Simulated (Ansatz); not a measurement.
**How high a cutoff does the level of C_N in AlN (P6_3mc) need?**

Question: how much does the plane-wave cutoff change the (0/−1) level of C_N in AlN (P6_3mc), and what does each choice cost? Model: a cell of 128 host atoms with 1 N taken out and 1 C put in.

Method: plane-wave PAW DFT; relaxations with PBEsol, then single points with PBEsol, on supercells at fixed charge in a uniform background, in Ansatz 0.2.0.

## Step 1: Set-up

The cell holds 128 atoms: 64 Al, 63 N and 1 C. Its edges and angles: a = 14.686 Å, b = 14.686 Å, c = 11.753 Å, α = 125.1°, β = 125.1°, γ = 94.5°. It derives from AlN (space group P6_3mc). Nearest the centre at fractional (0.554, 0.637, 0.750): C121 at 0.00 Å, Al55 at 1.89 Å, Al102 at 1.89 Å, Al117 at 1.89 Å, Al51 at 1.90 Å, N109 at 3.07 Å, N32 at 3.07 Å, N112 at 3.07 Å. The cell carries charge −1.

Known beforehand: the electronic dielectric constant, (4.50, 4.50, 4.73), and the static one, (8.20, 8.20, 9.74), computed on the host (DFPT, PBEsol).

The cell's shortest repeat is 11.8 Å.

## Step 2: Relaxing both charge states, PBEsol

The study needs fixed structures, so each charge is relaxed once, at one point at (¼, ¼, ¼), from small random displacements that break the symmetry of the site.

Contents of qm1.relax/input.yaml:

```yaml
crystal:
  lattice:
    - [-4.67041106, 2.69646303, 4.9836768]
    - [4.67041106, -2.69646303, 4.9836768]
    - [1.55680365, 2.69646308, -4.9836768]
  atoms:
    - { symbol: Al, position: [0.416184, 0.08285, 0.0] }
    - { symbol: Al, position: [0.416184, 0.58285, 0.5] }
    - { symbol: Al, position: [0.916184, 0.08285, 0.5] }
    - { symbol: Al, position: [0.916184, 0.58285, 0.0] }
    - { symbol: Al, position: [0.33285, 0.166184, 0.5] }
    - { symbol: Al, position: [0.33285, 0.666184, 0.0] }
    - { symbol: Al, position: [0.83285, 0.166184, 0.0] }
    - { symbol: Al, position: [0.83285, 0.666184, 0.5] }
    - { symbol: "N", position: [0.10715, 0.273816, 0.5] }
    - { symbol: "N", position: [0.10715, 0.773816, 0.0] }
    - { symbol: "N", position: [0.60715, 0.273816, 0.0] }
    - { symbol: "N", position: [0.60715, 0.773816, 0.5] }
    - { symbol: "N", position: [0.023816, 0.35715, 0.0] }
    - { symbol: "N", position: [0.023816, 0.85715, 0.5] }
    - { symbol: "N", position: [0.523816, 0.35715, 0.5] }
    - { symbol: "N", position: [0.523816, 0.85715, 0.0] }
  supercell: [2, 2, 2]
  defects: [{ substitution: { at: 120, symbol: C } }]
total_charge: -1
basis:
  ecutwfc: 420
  xc_grid: 2
hamiltonian:
  xc: pbesol
  pseudopotentials: { kind: paw, azcp: { folder: soft_1 }, xc_functional: pbe }
kpoints:
  mp_grid: { grid: [1, 1, 1], shift: [0.25, 0.25, 0.25] }
scf:
  occupations: { method: fixed }
  max_iter: 80
output:
  forces: true
  charged_corrections:
    epsilon: [4.5, 4.5, 4.73]
    static_epsilon: [8.2, 8.2, 9.74]
    defect_position: [0.553575, 0.636908, 0.75]
relax:
  f_tol: 0.015
  max_steps: 60
  random_displacement: { amplitude: 0.04, seed: 3897 }
checkpoint:
  write: "../qm1.relax.run"
  compress: false
  write_wavefunctions: true
  write_every: 100000
```

Launch:

```
$ ansatz run input.yaml --threads 32 --pin off --max-ram 84787MiB --backend cuda --events-out ev --progress --plain --runs-dir out --max-vram 78GiB
```

Numbers of over 12 decimals in the logs are rounded to 6 here.

What it wrote:

```text
[... repeated set-up lines and file paths are left out, and long positions are rounded to six places ...]
Engine: ansatz 0.2.0, aarch64-unknown-linux-gnu
Pseudopotentials: kind: paw
Pseudopotential: Al, paw, valence charge 3, recommended cutoff 420 eV (normal), soft_1/Al.paw.azcp
Pseudopotential: N, paw, valence charge 5, recommended cutoff 420 eV (normal), soft_1/N.paw.azcp
Pseudopotential: C, paw, valence charge 4, recommended cutoff 420 eV (normal), soft_1/C.paw.azcp
Functional definition: PBEsol
  exchange = pbesol_x
  correlation = pbesol_c
[...]
Crystal: 128 atoms, lattice volume = 1338.931 Å³
Basis set: ecut = 420 eV, 26161 PW (Γ), exchange–correlation on 200×200×160 points (8 copies of the dense FFT grid, shifted against one another)
Bands: 384, of which v1, the nominal top of the filled ones, is band 256 counted from 1 (255 counted from 0)
Symmetry: 1 space group operations
k-points: 1
Non-local potential: Al, projectors of the file, l = 0: 2, l = 1: 2, l = 2: 1
Non-local potential: N, projectors of the file, l = 0: 2, l = 1: 2, l = 2: 1
Non-local potential: C, projectors of the file, l = 0: 2, l = 1: 2, l = 2: 1
PAW form: soft (Blöchl's): semilocal exchange-correlation on the pseudo side does not see the compensation charge
PAW frozen core: Al, regenerated for the run's functional, and the local potential with it (the file was generated under x = pbe(κ = 0.804, μ = 0.219515), c = pbe(β = 0.066725))
PAW frozen core: N, regenerated for the run's functional, and the local potential with it (the file was generated under x = pbe(κ = 0.804, μ = 0.219515), c = pbe(β = 0.066725))
PAW frozen core: C, regenerated for the run's functional, and the local potential with it (the file was generated under x = pbe(κ = 0.804, μ = 0.219515), c = pbe(β = 0.066725))
PAW one-centre angular grid: Al, 110 points (default); XC on 64 Gauss nodes
PAW one-centre angular grid: N, 110 points (default); XC on 64 Gauss nodes
PAW one-centre angular grid: C, 110 points (default); XC on 64 Gauss nodes
Initial density: superposition of atomic densities (chi_scale 0.1, normalization cell, long waves kept (reshape's long-wave potential 0.17 eV rms))
Initial wavefunctions: pseudopotential atomic-orbital guess
[...]
Functional: x = pbesol(κ = 0.804, μ = 0.123457), c = pbesol(β = 0.046)
SCF iter   1: F=—  HF=-57922.389187 eV  |Δ(HF+E_count)|=         —  Δρ=1.29e-1  dr2=2.81e2  Hψ=1203
preconditioner: auto → Resta (q_TF=auto, 2.324 Å⁻¹)  ε∞=3.6  [insulator: Δε(μ)=6.191 eV  Ē_g=14.160 eV  n_scr=288 (ndim 8)  ℏωp=23.0 eV  f_vac=0.000  ε∞_Penn≈3.6]
SCF iter   2: F=—  HF=-57839.947683 eV  |Δ(HF+E_count)|=    8.24e1  Δρ=4.45e-2  dr2=1.66e1  Hψ=673
[...]
SCF iter   9: F=-57835.033054 eV  HF=-57835.033055 eV  |Δ(HF+E_count)|=   6.41e-7  Δρ=8.66e-6  dr2=9.87e-7  Hψ=900
SCF 1 converged in 9 iterations: F = -57835.033054 eV  dr2 = 9.87e-7
[...]
relax step   1: F+E_penalty+E_count = -57835.03305413 eV  Δ(F+E_penalty+E_count) = +0.000e0 eV  max|allowed force component| = 1.745e0 eV/Å  Δτ_max = 0.0000 Å  (9 SCF iters, dr2 threshold 5.63e-6 eV, accepted)
[...]
relax step   2: F+E_penalty+E_count = -57836.66373230 eV  Δ(F+E_penalty+E_count) = -1.631e0 eV  max|allowed force component| = 8.976e-1 eV/Å  Δτ_max = 0.0458 Å  (5 SCF iters, dr2 threshold 1.00e-4 eV, accepted)
[...]
relax step   4: F+E_penalty+E_count = -57837.34738214 eV  Δ(F+E_penalty+E_count) = +4.289e-4 eV  max|allowed force component| = 5.987e-2 eV/Å  Δτ_max = 0.0056 Å  (6 SCF iters, dr2 threshold 3.81e-7 eV, rejected (line search))
[...]
relax step   5: F+E_penalty+E_count = -57837.34861806 eV  Δ(F+E_penalty+E_count) = -8.070e-4 eV  max|allowed force component| = 8.581e-3 eV/Å  Δτ_max = 0.0027 Å  (6 SCF iters, accepted)
[...]
NSCF: frozen V_eff on 1 k-points
[...]
SCF converged after 6 iterations
Free energy (F): -57837.348618 eV
Harris-Foulkes:  -57837.348618 eV  (|F-HF|=1.12e-9)
Internal energy: -57837.348618 eV  (E = F + TS)
E sigma→0 (E₀):  -57837.348618 eV
Fermi energy:    7.758496 eV
--- Per-component energies (eV) ---
  E_band       = 921.700971
  E_kinetic    = 9958.188444
  E_local      = -13307.862826  (includes V_loc(G=0)·N_el)
  E_nonlocal   = 2863.537376
  E_hartree    = 4877.001354
  E_xc         = -6270.454128
  E_vxc        = -6813.345937  (∫ρ·V_xc dr)
  E_paw        = -37118.053122  (= ΣΔE_a)
  E_vpaw       = -1532.871303  (= ΣTr[D̂ρ^β])
  E_aug_tail   = 0.053006  (compensation charges beyond the density's cutoff)
  E_ewald      = -18842.774948
  E_core_change = 3.016226  (= ΣΔE_core)
  E_smearing   = -0.000000  (= −TS)
  E_closure    = -0.000000  (closes the sum)
  E_deformation_potential = -17.153889  (in the stress; not in F)
  Σ components = -57837.348618   (vs F -57837.348618, Δ=0.00e0)
--- Forces (eV/Å), atoms counted from 1 ---
  atom   1  Al    -0.00081290    -0.00033860     0.00157793
  atom   2  Al     0.00116172    -0.00092891    -0.00120549
  [... 4 atoms left out ...]
  [... 122 more lines of this table ...]
  max |Σ_I F_I| component: 1.30e-5 eV/Å
--- Charged-cell corrections in eV (Makov–Payne, q = -1.000 e, ε = [8.200, 8.200, 9.740]) ---
  F (periodic)     = -57837.348618  (uncorrected; the corrections below are reported, never added to it)
  E_corr1          = +0.216357  (monopole, q²α_M/2ε̄L, of the cell on which ε is isotropic)
  F Makov-Payne    = -57837.132261  (F + E_corr1; no measured alignment; for a localised charge, not one spread in a band: unchecked)
  no potential alignment in this run, which stands beside a crystal: run the host's input off ansatz write-host-input, and read the two finished runs by ansatz place-levels (neither reads a slab, a wire or a sheet, whose cell leaves a vacuum)
--- Band table (eV) ---
  k-point 0: bands = ["-7.9221", "-7.8413", "-7.5203", "-7.5107", "-7.4701", "-7.3481", "-7.0964", "-7.0658", "-6.8656", "-6.8535", [... rest cut ...]
--- Relaxed structure (5 steps of the walk, 4 accepted, 0 SCFs on fresh bases) ---
  F+E_penalty+E_count = -57837.34861806 eV   max|allowed force component| = 8.581e-3 eV/Å
  atoms:
    - { symbol: Al, position: [0.208153, 0.041964, 0.000283] }
    - { symbol: Al, position: [0.208565, 0.292715, 0.251158] }
    [... 4 atoms left out ...]
  [... 122 more lines of this table ...]
```

The job ended after 5.5 s (1 × NVIDIA GB200 with 32 threads of Arm Neoverse V2, shared host; peak memory 1.6 GiB; 22 s of CPU time).

Relaxation path:

```tsv
step	energy less that of the first step (eV)	largest force component (eV/Å)
1	0.0000	1.7449
2	-1.6307	0.8976
3	-2.3148	0.0781
4	-2.3143	0.0599
5	-2.3156	0.0086
```

Relaxation step 4 was tried and not accepted.

The atoms that moved most (Å, from the sites as typed, ahead of the random displacement, the mean shift of all atoms taken out):

```tsv
atom	dx	dy	dz	length
Al114	0.000	0.000	-0.070	0.070
N127	-0.032	0.019	0.035	0.051
N112	0.030	0.018	0.030	0.046
N125	-0.001	-0.035	0.030	0.046
N94	-0.013	0.008	-0.032	0.035
N12	-0.009	-0.033	-0.002	0.034
N108	0.024	0.024	-0.002	0.034
C121	0.000	0.000	0.034	0.034
```

Neighbours of C121 at the end:

```tsv
atom	distance (Å)
Al102	1.889
Al55	1.889
Al117	1.891
Al51	1.911
Al114	2.976
N112	3.090
N125	3.090
N127	3.096
N109	3.130
N32	3.130
N94	3.135
N107	3.145
N90	3.145
N59	3.147
N108	3.147
N106	3.147
```

```tsv
charge	moment set (μB)	steps	largest displacement (Å)	time
−1	0	5	0.07	5.5 s
0	1	9	0.08	13 s
```

The relaxation ends 18 meV an atom lower than the displaced start, with a largest force component of 0.0086 eV/Å.

## Step 3: First setting: 250 eV

Total energies converge slowly with the cutoff, but a level is a difference between cells with the same atoms, so much of the error should cancel. The host is run again at each cutoff.

Contents of qm1.e250/input.yaml:

```yaml
crystal:
  checkpoint: "../qm1.relax.run"
  host: checkpoint
total_charge: -1
basis:
  ecutwfc: 250
  xc_grid: 2
hamiltonian:
  xc: pbesol
  pseudopotentials: { kind: paw, azcp: { folder: soft_1 }, xc_functional: pbe }
kpoints:
  mp_grid: { grid: [1, 1, 1], shift: [0.25, 0.25, 0.25] }
scf:
  occupations: { method: fixed }
  max_iter: 80
output:
  forces: true
  charged_corrections:
    epsilon: [4.5, 4.5, 4.73]
    static_epsilon: [8.2, 8.2, 9.74]
    defect_position: [0.553575, 0.636908, 0.75]
  eigenvalues: true
checkpoint:
  write: "../qm1.e250.run"
  compress: false
  write_wavefunctions: false
  write_every: 100000
```

What it wrote:

```text
[...]
Warning: basis.ecutwfc = 250 eV is below the records' recommended 420 eV, and the density's cutoff is lower with it unless basis.ecutrho_ratio is high enough to keep the records' density cutoff: compare with a run at a higher cutoff
crystal.checkpoint: the structure is that of <dir>, a `relax` run, at its step 5: its result, under pbesol at a charge of -1 e; 128 atoms read, 0 with a starting moment; no density is read with it (checkpoint.read); crystal.structure_sha256 for this input is
[...]
device memory: the entry about to start is reckoned to put 4.2 GiB on a device that reports 179.0 GiB free (of which the cap on the GPU budget leaves the run 78.0 GiB)
GPU FFT provider: cuFFT
GPU libraries: cuBLAS 13.8.1, cuFFT 12.4.0, cuSOLVER 12.3.2
GPU matrix products: emulated (plane waves: as basis.precision tells), large ones in fixed point in workspaces of 1.00 GiB
Crystal: 128 atoms, lattice volume = 1338.931 Å³
Basis set: ecut = 250 eV, 11995 PW (Γ), exchange–correlation on 160×160×128 points (8 copies of the dense FFT grid, shifted against one another)
Bands: 384, of which v1, the nominal top of the filled ones, is band 256 counted from 1 (255 counted from 0)
[... 1 set-up line as in the run before ...]
[...]
k-points: 1
[...]
GPU buffer pool allocated for 409600 grid points (all kernels)
GPU transforms: local potential and band sums: pruned to the plane-wave sphere, on 75×75×64
[...]
SCF iter   1: F=—  HF=-57856.988221 eV  |Δ(HF+E_count)|=         —  Δρ=1.18e-1  dr2=2.38e2  Hψ=1305
[...]
SCF iter   3: F=—  HF=-57782.389326 eV  |Δ(HF+E_count)|=    5.36e0  Δρ=2.11e-2  dr2=3.72e0  Hψ=345
automatic band count: iteration 3 solves 297 bands in place of 384: the levels show a gap, and the empty bands left out lie too high to hold charge; the band table lists the bands solved (type scf.n_extra_bands for more)
SCF iter   4: F=—  HF=-57781.463716 eV  |Δ(HF+E_count)|=   9.26e-1  Δρ=2.57e-3  dr2=1.03e-1  Hψ=537
[...]
SCF iter  10: F=-57781.462473 eV  HF=-57781.462473 eV  |Δ(HF+E_count)|=   7.61e-8  Δρ=1.91e-6  dr2=3.12e-8  Hψ=1256
SCF 1 converged in 10 iterations: F = -57781.462473 eV  dr2 = 3.12e-8
[...]
SCF converged after 10 iterations
Free energy (F): -57781.462473 eV
[...]
Internal energy: -57781.462473 eV  (E = F + TS)
E sigma→0 (E₀):  -57781.462473 eV
Fermi energy:    7.797643 eV
[...]
--- Forces (eV/Å), atoms counted from 1 ---
  atom   1  Al    -0.00870724    -0.00039352    -0.00905746
  atom   2  Al    -0.01164925    -0.00586171    -0.01641184
  [... 4 atoms left out ...]
  [... 122 more lines of this table ...]
  max |Σ_I F_I| component: 3.19e-4 eV/Å
[...]
F Makov-Payne    = n/a  (the rows are of the electrons' constant alone; ansatz place-levels tells what screens the charge)
[...]
--- Band table (eV) ---
[...]
```

The job ended after 1.5 s (1 × NVIDIA GB200 with 32 threads; peak memory 1.3 GiB; 3.8 s of CPU time).

Reading the cycles: dr2 is the Hartree energy of the density residual (eV), the measure of convergence; HF is the Harris–Foulkes estimate of the energy, which meets the free energy F at convergence.

Both charges and the host at this setting go to place-levels, which corrects for the image charge and aligns the potentials.

Contents of levels.e250.yaml:

```yaml
host:
  run: host.e250.run
states: [qm1.e250.run, q0_M1.e250.run]
geometry_from:
  qm1.e250.run: qm1.relax.run
  q0_M1.e250.run: q0_M1.relax.run
  host.e250.run: host.relax.run
```

Launch:

```
$ ansatz place-levels levels.e250.yaml -- --threads 32 --pin off --max-ram 84787MiB
```

What it wrote:

```text
(0/-1) 0.924 eV above the valence edge, 3.046 eV under the conduction edge
  edges by pbesol, gap 3.970 eV; the host is sampled to repeats of 12.45 Å
  the defect's cells are sampled to repeats of 12.45 Å, like sampling
  charge 0: +0.000 eV for its dipole among its images, +0.001 omitted
  charge -1: -57781.2484 eV with its correction of +0.214 eV, at epsilon [8.2, 8.2, 9.74], aligned at sites: +0.0023 eV, mean over 48 atomic sites at or beyond 5.88 Å from the defect at [0.5536, 0.6369, 0.7500], with -0.000715 for the charge's moments and [...]
  of states[1] (q0_M1.e250.run): it set out from the moments of a save, which an earlier run chose (saved_moments_taken)
  of states[0] (qm1.e250.run): how wide its charge is, is not read beside other atoms or cores, and a band state would take no correction. [...]
```

The job ended after 0.19 s (32 threads).

At this setting the gap is 3.970 eV and (0/−1) lies 0.924 eV above the valence top.

## Step 4: The other settings

In the defect's inputs only the studied keys change. The next input; the others follow the same pattern (350 eV, 420 eV, 500 eV, 600 eV and 750 eV):

qm1.e300/input.yaml, as its differences from qm1.e250/input.yaml of step 3:

```diff
@@ -5,3 +5,3 @@
 basis:
-  ecutwfc: 250
+  ecutwfc: 300
   xc_grid: 2
@@ -23,3 +23,3 @@
 checkpoint:
-  write: "../qm1.e250.run"
+  write: "../qm1.e300.run"
   compress: false
```

## Step 5: Result against cost

Times of the states on 1 × NVIDIA GB200 with 32 threads of Arm Neoverse V2, shared host; the host is run again at each setting:

```tsv
plane-wave cutoff	gap (eV)	(0/−1) above the valence top (eV)	under the conduction bottom (eV)	level less that at 750 eV (meV)	time, both charge states	time, host and placing	peak memory of a state (GiB)
250 eV	3.970	0.924	3.046	20	3.5 s	2.5 s	1.3
300 eV	4.069	0.914	3.155	10	3.8 s	2.5 s	1.2
350 eV	4.094	0.907	3.188	3	4.1 s	2.9 s	1.3
420 eV	4.098	0.903	3.195	0	4.8 s	2.5 s	1.4
500 eV	4.099	0.904	3.195	0	5.3 s	2.8 s	1.5
600 eV	4.099	0.904	3.195	0	5.7 s	3.2 s	1.5
750 eV	4.099	0.904	3.195	0	7.1 s	40 s	2.0
```

## Step 6: Results

```json
{
 "(0/minus 1) level, 250 eV": "0.92 eV",
 "(0/minus 1) level, 300 eV": "0.91 eV",
 "(0/minus 1) level, 350 eV": "0.91 eV",
 "(0/minus 1) level, 420 eV": "0.90 eV",
 "(0/minus 1) level, 500 eV": "0.90 eV",
 "(0/minus 1) level, 600 eV": "0.90 eV",
 "(0/minus 1) level, 750 eV": "0.90 eV"
}
```

In words: Over the settings in the table the level spans 0.021 eV; from 350 eV on, both the level and its depth under the conduction bottom lie within 0.02 eV of the reference (750 eV, 0.90 eV). The gap is off most at 250 eV, which moves it by 0.13 eV, and the level's depth under the conduction bottom by 0.15 eV. The largest miss of the level above the valence top is 20 meV, with 250 eV. The total energy of the charged cell falls by 56.1 eV over the same range, so nearly all of the basis error cancels in the level. Cell and atoms were held and forces were not judged; the files' recommended cutoff is 420 eV. Only the charges −1 and 0 were run, each from one start, so (0/−1) need not be a change between stable states. The host ran in cells of different size at different settings, so its times don't compare. What this leaves open: one k-point off the zone centre stands for the whole zone; PBEsol makes the gap too small and tends to spread out bound carriers.

[Logs are printed without paths, hosts, clocks, repeated set-up lines and the standing remarks that a program may print on its own settings, such as how far it seeks lower states.]

[Hosts, paths, dates, database ids (printed as entryN), source tags and the programs' standing remarks are cut or masked in the printed files.]

[Where a table of states has a column of steps, it counts the stored structures, which are thinned; the runs took as many ionic steps or more.]

[For some hosts the program warned that the k-mesh of the response run may be too coarse for force constants and the static dielectric constant; such warnings are not shown here.]
